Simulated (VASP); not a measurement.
# Ge (Fd-3m) in VASP: a series of runs, part 2 of 2

VASP 6.6.1.

### Step 4. Relaxation of the atoms, PBEsol (a relaxed cell with its volume scaled by 1.06)

INCAR reads:

```
SYSTEM = Ge
PREC     = Accurate       ! precision mode
ENCUT    = 600            ! plane-wave cutoff, eV
EDIFF    = 1E-7           ! SCF threshold, eV
ISMEAR   = 0              ! smearing method
SIGMA    = 0.03           ! smearing width, eV
LREAL    = .False.        ! projectors in reciprocal space
LASPH    = .True.         ! aspherical terms in the spheres
NELM     = 80             ! most SCF steps
ALGO     = Fast           ! electronic algorithm
ISIF     = 2              ! what is computed and relaxed
LWAVE    = .False.        ! write WAVECAR
LCHARG   = .False.        ! write CHGCAR
GGA      = PS             ! functional
IBRION   = 2              ! ionic algorithm
NSW      = 40             ! ionic steps
EDIFFG   = -0.01          ! ionic threshold
```

KPOINTS reads:

```
regular mesh
0
Gamma
  10 10 10
  0 0 0
```

POSCAR reads:

```
Ge                                      
1.0
    0.0000000000      2.8926444446      2.8926444446
    2.8926444446      0.0000000000      2.8926444446
    2.8926444446      2.8926444446      0.0000000000
  Ge            
     2
Direct
     0.0000000000000000    0.0000000000000000    0.0000000000000000
     0.2500000000000000    0.2500000000000000    0.2500000000000000
```

Potentials or basis: VASP PAW PBE potentials, release 64 (Ge_d).

Run with:

```
> cat potpaw_PBE.64/Ge_d/POTCAR > POTCAR
> mpirun -np 1 vasp_std > vasp.out
```

OUTCAR:

```text
SYSTEM = Ge
   PREC = Accurate
   ENCUT = 600
   EDIFF = 1E-7
   ISMEAR = 0
   LREAL = .False.
   LASPH = .True.
   NELM = 80
   ISIF = 2
   GGA = PS
   IBRION = 2
   NSW = 40
   EDIFFG = -0.01

 ion  position               nearest neighbor table
   1  0.000  0.000  0.000-   2 2.51   2 2.51   2 2.51   2 2.51
   2  0.250  0.250  0.250-   1 2.51   1 2.51   1 2.51   1 2.51

  LATTYP: Found a face centered cubic cell.
 ALAT       =     5.7852888892

  Lattice vectors:

 A1 = (   0.0000000000,   2.8926444446,   2.8926444446)
 A2 = (   2.8926444446,   0.0000000000,   2.8926444446)
 A3 = (   2.8926444446,   2.8926444446,   0.0000000000)

Analysis of symmetry for initial positions (statically):
=====================================================================
 Subroutine PRICEL returns:
 Original cell was already a primitive cell.

 Routine SETGRP: Setting up the symmetry group for a
 face centered cubic supercell.

 Subroutine GETGRP returns: Found 48 space group operations
 (whereof 24 operations were pure point group operations)
 out of a pool of 48 trial point group operations.

The static configuration has the point symmetry T_d .
 The point group associated with its full space group is O_h .

Analysis of symmetry for dynamics (positions and initial velocities):
=====================================================================
 Subroutine PRICEL returns:
 Original cell was already a primitive cell.

 Routine SETGRP: Setting up the symmetry group for a
 face centered cubic supercell.

 Subroutine GETGRP returns: Found 48 space group operations
 (whereof 24 operations were pure point group operations)
 out of a pool of 48 trial point group operations.

The dynamic configuration has the point symmetry T_d .
 The point group associated with its full space group is O_h .

 Subroutine INISYM returns: Found 48 space group operations
 (whereof 24 operations are pure point group operations),
[... 111 lines left out ...]
   ISMEAR =     0;   SIGMA  =   0.03  broadening in eV -4-tet -1-fermi 0-gaus
   EFERMI_NEDOS =   21; number of points for ismear=-14 and -15
   IALGO  =     68    algorithm
   IMIX   =      4    mixing-type and parameters
     AMIX     =   0.40;   BMIX     =  1.00
     AMIX_MAG =   1.60;   BMIX_MAG =  1.00
  volume/ion in A,a.u.               =      24.20       163.34
  Fermi-wavevector in a.u.,A,eV,Ry     =   1.364025  2.577634 25.314527  1.860565
  Thomas-Fermi vector in A             =   2.490377
   LORBIT       =      0    0 simple, 1 ext, 2 COOP (PROOUT), +10 PAW based schemes
   GGA     = PS    functional components
   LHFCALC =     F    Hartree Fock is set to
   AEXX    =    0.0000 exact exchange contribution
   IVDW    =     0    specifies the selected vdW correction
   LEPSILON=     F    determine dielectric tensor
   LRPA    =     F    only Hartree local field effects (RPA)
 conjugate gradient relaxation of ions
 non-spin polarized calculation
 RMM-DIIS sequential band-by-band and
 Gauss-broadening in eV      SIGMA  =   0.03
  energy-cutoff  :      600.00
  volume of cell :       48.41
 maximum number of plane-waves:      1639
 NGX is ok and might be reduce to    36
   NGX = 17   NGY = 17   NGZ = 17

 number of electron      28.0000004 magnetization

 Free energy of the ion-electron system (eV)
  ---------------------------------------------------
  ext. energy  EPLUGINS =         0.00000000
  ---------------------------------------------------
  free energy    TOTEN  =        -9.84093860 eV

  energy without entropy =       -9.84087065  energy(sigma->0) =       -9.84090463

 E-fermi :   4.1622     XC(G=0):  -9.8155

 val. band max:        4.0229993388   @ k =   0.1000   0.0000   0.0000
 cond. band min:       4.1621731525   @ k =   0.5000   0.0000   0.0000
 fundamental gap:      0.1391738137
 Fermi energy:         4.1621530173

 k-point     1 :       0.0000    0.0000    0.0000
  band No.  band energies     occupation
      1     -20.4470      2.00000
      2     -20.4470      2.00000
      3     -20.4470      2.00000
      4     -20.4153      2.00000
      5     -20.4153      2.00000
      6     -20.2370      2.00000
[... 481 lines left out ...]
      5     -20.3444      2.00000
      6     -20.3261      2.00000
[... 10 lines left out ...]
     17      10.5603      0.00000
     18      11.1549      0.00000

 [... further k-points ...]
[... 5 lines left out ...]
  --------------------------------------------------------------------------------------
  -------------------------------------------------------------------------------------
  Total       -1.0271738     -1.0271738     -1.0271738     -0.0000000      0.0000000     -0.0000000
  in kB      -33.9969034    -33.9969034    -33.9969034     -0.0000000      0.0000000     -0.0000000
  external PRESSURE =     -33.9969034 kB  Pullay stress =       0.0000000 kB

 VOLUME and BASIS-vectors are now :
 -----------------------------------------------------------------------------
  energy-cutoff  :      600.00
  volume of cell :       48.41
      direct lattice vectors                 reciprocal lattice vectors
     0.000000000  2.892644445  2.892644445    -0.172852215  0.172852215  0.172852215
     2.892644445  0.000000000  2.892644445     0.172852215 -0.172852215  0.172852215
     2.892644445  2.892644445  0.000000000     0.172852215  0.172852215 -0.172852215

 POSITION                                       TOTAL-FORCE (eV/Angst)
 -----------------------------------------------------------------------------------
      0.00000      0.00000      0.00000         0.000000      0.000000     -0.000000
      1.44632      1.44632      1.44632        -0.000000     -0.000000      0.000000
 -----------------------------------------------------------------------------------
    total drift:                                0.000000      0.000000      0.000000

  FREE ENERGIE OF THE ION-ELECTRON SYSTEM (eV)
  ---------------------------------------------------
  free  energy   TOTEN  =        -9.8409385993 eV

  energy  without entropy=       -9.8408706529  energy(sigma->0) =       -9.84090463

 reached required accuracy - stopping structural energy minimisation
```

OSZICAR:

```text
N       E                     dE             d eps       ncg     rms          rms(c)
DAV:   1     0.170142545447E+03    0.17014E+03   -0.16713E+04  1706   0.449E+03
DAV:   2     0.125239256293E+02   -0.15762E+03   -0.15500E+03  1732   0.572E+02
DAV:   3    -0.922440648497E+01   -0.21748E+02   -0.21515E+02  1812   0.155E+02
DAV:   4    -0.995295708613E+01   -0.72855E+00   -0.72631E+00  1916   0.323E+01
DAV:   5    -0.996607904905E+01   -0.13122E-01   -0.13119E-01  1918   0.449E+00    0.297E+00
RMM:   6    -0.988069034662E+01    0.85389E-01   -0.30402E-02  1858   0.252E+00    0.173E+00
RMM:   7    -0.983961128635E+01    0.41079E-01   -0.65009E-02  1899   0.295E+00    0.152E-01
RMM:   8    -0.984059273464E+01   -0.98145E-03   -0.67407E-03  1858   0.109E+00    0.700E-02
RMM:   9    -0.984092261937E+01   -0.32988E-03   -0.18944E-03  2246   0.463E-01    0.418E-02
RMM:  10    -0.984093258009E+01   -0.99607E-05   -0.16966E-04  1942   0.167E-01    0.875E-03
RMM:  11    -0.984093805580E+01   -0.54757E-05   -0.50152E-05  2165   0.731E-02    0.794E-03
RMM:  12    -0.984093862585E+01   -0.57005E-06   -0.69053E-06  1994   0.268E-02    0.381E-03
RMM:  13    -0.984093860565E+01    0.20203E-07   -0.13946E-06  1652   0.112E-02    0.123E-03
RMM:  14    -0.984093859929E+01    0.63574E-08   -0.20780E-07  1143   0.475E-03
   1 F= -.98409386E+01 E0= -.98409046E+01  d E =-.984094E+01
```

It took 31 s on 1 thread of Intel Xeon 6975P-C (Granite Rapids), shared host; peak memory 0.21 GiB.

What came out:

```
Free energy             : -9.8409 eV
Pressure after relaxing : -3.4 GPa
Band gap on the k mesh  : none (metal or under the smearing width)
```

Final structure:
```
Ge
1.0
     0.00000    2.89264    2.89264
     2.89264    0.00000    2.89264
     2.89264    2.89264    0.00000
Ge
2
Direct
  0.00000 0.00000 0.00000
  0.25000 0.25000 0.25000
```

Caveat: the relaxation stopped at its first step, so nothing moved; the PAW data sets were made with another functional, which shifts forces and pressure a little.

### Step 5. Relaxation of cell and atoms, r2SCAN

INCAR reads:

```
PREC = Accurate
ENCUT = 600
EDIFF = 1E-6
ISMEAR = 0
SIGMA = 0.03
LREAL = F
LASPH = T
NELM = 80
ALGO = Normal
ISIF = 3
LWAVE = F
LCHARG = F
METAGGA = R2SCAN
LMIXTAU = T
IBRION = 2
NSW = 90
EDIFFG = -0.01
```

KPOINTS reads:

```
Automatic mesh
0
Gamma
  10 10 10
```

POSCAR reads:

```
Ge
1.0
    0.0000000000      2.8289100000      2.8289100000
    2.8289100000      0.0000000000      2.8289100000
    2.8289100000      2.8289100000      0.0000000000
Ge
2
Direct
    0.0000000000      0.0000000000      0.0000000000
    0.2500000000      0.2500000000      0.2500000000
```

Potentials or basis: VASP PAW PBE potentials, release 64 (Ge_d).

Run with:

```
> cat potpaw_PBE.64/Ge_d/POTCAR > POTCAR
> mpirun -np 1 vasp_std > vasp.out
```

OUTCAR:

```text
PREC = Accurate
   ENCUT = 600
   EDIFF = 1E-6
   ISMEAR = 0
   LREAL = F
   LASPH = T
   NELM = 80
   ISIF = 3
   METAGGA = R2SCAN
   IBRION = 2
   NSW = 90
   EDIFFG = -0.01

 ion  position               nearest neighbor table
   1  0.000  0.000  0.000-   2 2.45   2 2.45   2 2.45   2 2.45
   2  0.250  0.250  0.250-   1 2.45   1 2.45   1 2.45   1 2.45

  LATTYP: Found a face centered cubic cell.
 ALAT       =     5.6578200000

  Lattice vectors:

 A1 = (   0.0000000000,   2.8289100000,   2.8289100000)
 A2 = (   2.8289100000,   0.0000000000,   2.8289100000)
 A3 = (   2.8289100000,   2.8289100000,   0.0000000000)

Analysis of symmetry for initial positions (statically):
=====================================================================
 Subroutine PRICEL returns:
 Original cell was already a primitive cell.

 Routine SETGRP: Setting up the symmetry group for a
 face centered cubic supercell.

 Subroutine GETGRP returns: Found 48 space group operations
 (whereof 24 operations were pure point group operations)
 out of a pool of 48 trial point group operations.

The static configuration has the point symmetry T_d .
 The point group associated with its full space group is O_h .

Analysis of symmetry for dynamics (positions and initial velocities):
=====================================================================
 Subroutine PRICEL returns:
 Original cell was already a primitive cell.

 Routine SETGRP: Setting up the symmetry group for a
 face centered cubic supercell.

 Subroutine GETGRP returns: Found 48 space group operations
 (whereof 24 operations were pure point group operations)
 out of a pool of 48 trial point group operations.

The dynamic configuration has the point symmetry T_d .
 The point group associated with its full space group is O_h .

 Subroutine INISYM returns: Found 48 space group operations
[... 119 lines left out ...]
  Fermi-wavevector in a.u.,A,eV,Ry     =   1.394756  2.635708 26.468033  1.945346
  Thomas-Fermi vector in A             =   2.518275
   LORBIT       =      0    0 simple, 1 ext, 2 COOP (PROOUT), +10 PAW based schemes
   METAGGA = R2SCAN    functional components
   LHFCALC =     F    Hartree Fock is set to
   AEXX    =    0.0000 exact exchange contribution
   IVDW    =     0    specifies the selected vdW correction
   LEPSILON=     F    determine dielectric tensor
   LRPA    =     F    only Hartree local field effects (RPA)
 conjugate gradient relaxation of ions
 non-spin polarized calculation
 Gauss-broadening in eV      SIGMA  =   0.03
  energy-cutoff  :      600.00
  volume of cell :       45.28
 maximum number of plane-waves:      1524
   NGX = 15   NGY = 15   NGZ = 15

--------------------------------------- Ionic step        1  -------------------------------------------

 number of electron      28.0000013 magnetization

 Free energy of the ion-electron system (eV)
  ---------------------------------------------------
  ext. energy  EPLUGINS =         0.00000000
  ---------------------------------------------------
  free energy    TOTEN  =       -27.74287299 eV

  energy without entropy =      -27.74287299  energy(sigma->0) =      -27.74287299

------------------------ aborting loop because EDIFF is reached ----------------------------------------

  FORCE on cell =-STRESS in cart. coord.  units (eV):
  Direction    XX          YY          ZZ          XY          YZ          ZX
  --------------------------------------------------------------------------------------
  -------------------------------------------------------------------------------------
  Total        0.2123491      0.2123491      0.2123491     -0.0000000      0.0000000      0.0000000
  in kB        7.5140415      7.5140415      7.5140415     -0.0000000      0.0000000      0.0000000
  external PRESSURE =       7.5140415 kB  Pullay stress =       0.0000000 kB
[... 59 lines left out ...]
--------------------------------------- Ionic step        3  -------------------------------------------

 number of electron      28.0000020 magnetization

 Free energy of the ion-electron system (eV)
  ---------------------------------------------------
  ext. energy  EPLUGINS =         0.00000000
  ---------------------------------------------------
  free energy    TOTEN  =       -27.74392792 eV

  energy without entropy =      -27.74392792  energy(sigma->0) =      -27.74392792

 E-fermi :   4.8385     XC(G=0): -10.7670

 val. band max:        4.7026761807   @ k =   0.0000   0.0000   0.0000
 cond. band min:       5.0105128554   @ k =   0.0000   0.0000   0.0000
 fundamental gap:      0.3078366747
 Fermi energy:         4.8385249490

 k-point     1 :       0.0000    0.0000    0.0000
  band No.  band energies     occupation
      1     -20.7774      2.00000
      2     -20.7774      2.00000
      3     -20.7774      2.00000
      4     -20.7387      2.00000
      5     -20.7387      2.00000
      6     -20.5267      2.00000
[... 481 lines left out ...]
      5     -20.6553      2.00000
      6     -20.6296      2.00000
[... 10 lines left out ...]
     17      11.7879      0.00000
     18      12.3182      0.00000

 [... further k-points ...]
[... 5 lines left out ...]
  --------------------------------------------------------------------------------------
  -------------------------------------------------------------------------------------
  Total       -0.0007410     -0.0007410     -0.0007410      0.0000000      0.0000000     -0.0000000
  in kB       -0.0259570     -0.0259570     -0.0259570      0.0000000      0.0000000     -0.0000000
  external PRESSURE =      -0.0259570 kB  Pullay stress =       0.0000000 kB
[... 17 lines left out ...]
  FREE ENERGIE OF THE ION-ELECTRON SYSTEM (eV)
  ---------------------------------------------------
  free  energy   TOTEN  =       -27.7439279161 eV

  energy  without entropy=      -27.7439279161  energy(sigma->0) =      -27.74392792

 reached required accuracy - stopping structural energy minimisation
```

CONTCAR:

```text
Ge
   1.00000000000000
    -0.0000000000000000    2.8383942277306393    2.8383942277306393
     2.8383942277306393    0.0000000000000000    2.8383942277306393
     2.8383942277306393    2.8383942277306393   -0.0000000000000000
  Ge
     2
Direct
     0.0000000000000000    0.0000000000000000    0.0000000000000000
     0.2500000000000000    0.2500000000000000    0.2500000000000000

  0.00000000E+00  0.00000000E+00  0.00000000E+00
  0.00000000E+00  0.00000000E+00  0.00000000E+00
```

Wall time 5 min (1 thread of Intel Xeon Platinum 8259CL at 2.50GHz (Skylake/Cascade Lake), shared host); peak memory 0.21 GiB.

Results:

```
Free energy                            : -27.7439 eV
Relaxed volume                         : 22.87 Å³/atom
Relaxed cell                           : a = 4.014 Å, b = 4.014 Å, c = 4.014 Å, α = 60.00°, β = 60.00°, γ = 60.00°
Space group after relaxing (to 0.05 Å) : Fd-3m (No. 227)
Energy gained by relaxing              : 0.5 meV/atom
Ionic steps                            : 3
Pressure after relaxing                : 0.0 GPa
Band gap on the k mesh                 : 0.31 eV, direct
```

The path:
```csv
step,energy change (eV),largest force (eV/Å),pressure (GPa),volume (Å³)
1,0.0000,0.0000,0.75,45.28
2,-0.0008,0.0000,-0.27,45.98
3,-0.0011,0.0000,0.00,45.73
```

Final structure:
```xyz
2
Lattice="0.0000 2.8384 2.8384 2.8384 0.0000 2.8384 2.8384 2.8384 0.0000" Properties=species:S:1:pos:R:3 pbc="T T T"
Ge    0.0000    0.0000    0.0000
Ge    1.4192    1.4192    1.4192
```

Caveat: the PAW data sets were made with another functional, which shifts forces and pressure a little. r2SCAN opens gaps a little over a GGA but as a rule still falls short of measured ones.

### Step 6. The runs side by side

| task | level | cell | gap on the mesh (eV) | pressure (GPa) |
| --- | --- | --- | --- | --- |
| relaxation of the atoms | PBEsol | atoms relaxed from: a relaxed cell with its volume scaled by 1.02 | none | -1.3 |
| relaxation of the atoms | PBEsol | atoms relaxed from: a relaxed cell with its volume scaled by 1.04 | none | -2.4 |
| relaxation of the atoms | PBEsol | atoms relaxed from: a relaxed cell with its volume scaled by 1.06 | none | -3.4 |
| relaxation of cell and atoms | r2SCAN | relaxed | 0.31 | 0.0 |

Alike in all rows: potentials or basis VASP PAW PBE potentials, release 64 (Ge_d); no spin polarisation; k mesh 10 × 10 × 10; cutoff (eV) 600; smearing gaussian 0.03 eV.

Caveats: the PAW data sets were made with another functional, which shifts forces and pressure a little; the relaxation stopped at its first step, so nothing moved (some runs).

Total energies depend on the potentials used, so only differences within one code and one set of settings carry meaning.
